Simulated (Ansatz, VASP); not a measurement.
One calculation of B, two programs

The input INCAR:

```
  PREC = Accurate
  ENCUT = 520
  EDIFF = 1E-6
  ISMEAR = -1
  SIGMA = 0.05
  LREAL = False
  LASPH = True
  NELM = 100
  ALGO = Fast
  ISIF = 2
  LWAVE = False
  LCHARG = False
  GGA = B5
  ALDAX = 1.0
  AGGAX = 1.0
  AGGAC = 1.0
  ALDAC = 0.0
```

The input KPOINTS:

```
regular mesh
0
Gamma
  14 14 14
```

POSCAR

```
B
1.0
    1.8852400000      0.0000000000      0.0000000000
    0.0000000000      1.8852400000      0.0000000000
    0.0000000000      0.0000000000      1.8852400000
B
1
Direct
    0.5000000000      0.5000000000      0.5000000000
```

The input KPOINTS_OPT:

```
path GXMGRX,MR
20
line-mode
reciprocal
 0.0000000000  0.0000000000  0.0000000000  G
 0.0000000000  0.5000000000  0.0000000000  X

 0.0000000000  0.5000000000  0.0000000000  X
 0.5000000000  0.5000000000  0.0000000000  M

 0.5000000000  0.5000000000  0.0000000000  M
 0.0000000000  0.0000000000  0.0000000000  G

 0.0000000000  0.0000000000  0.0000000000  G
 0.5000000000  0.5000000000  0.5000000000  R

 0.5000000000  0.5000000000  0.5000000000  R
 0.0000000000  0.5000000000  0.0000000000  X

 0.5000000000  0.5000000000  0.0000000000  M
 0.5000000000  0.5000000000  0.5000000000  R
```

input.yaml

```yaml
crystal:
  lattice:
    - [1.88524, 0.0, 0.0]
    - [0.0, 1.88524, 0.0]
    - [0.0, 0.0, 1.88524]
  atoms:
    - { symbol: B, position: [0.5, 0.5, 0.5] }
hamiltonian:
  xc: blyp
  pseudopotentials: { kind: paw }
kpoints:
  mp_grid: { grid: [14, 14, 14] }
  band_path:
    path:
      - [[0.0, 0.0, 0.0], [0.0, 0.5, 0.0], [0.5, 0.5, 0.0], [0.0, 0.0, 0.0], [0.5, 0.5, 0.5], [0.0, 0.5, 0.0]]
      - [[0.5, 0.5, 0.0], [0.5, 0.5, 0.5]]
    npoints: 14
scf:
  occupations: { method: fermi_dirac, width: 0.05 }
  n_extra_bands: 6
output:
  forces: true
  stress: true
  eigenvalues: true
  fatbands: false
```

The cell was built by a generator and needn't be a form met in nature.

Alike in both runs: task band structure; functional BLYP; k mesh 14 × 14 × 14; occupations fermi-dirac, width 0.05 eV; no spin polarisation.

```csv
,VASP,Ansatz
version,VASP 6.6.1,Ansatz 0.2.0
potentials or method,"VASP PAW PBE potentials, release 64 (B)",Ansatz PAW
plane-wave cutoff (eV),520,420
valence electrons in the cell,3,3
```

|  | VASP | Ansatz | Ansatz less VASP |
| --- | --- | --- | --- |
| gap on the k mesh at the Fermi level (eV) | none | none | - |
| pressure (GPa) | 8.2 | 8.0 | -0.17 |

A gap of «none» marks a metal or a gap that the smearing closes.

Caveats: the PAW data sets were made with another functional, which shifts forces and pressure a little (VASP); the pressure holds a Pulay correction of +0.3 GPa for the finite cutoff (Ansatz); the PAW data sets come from PBE, with cores solved anew for the run's functional, which leaves a small shift of forces and pressure (Ansatz).
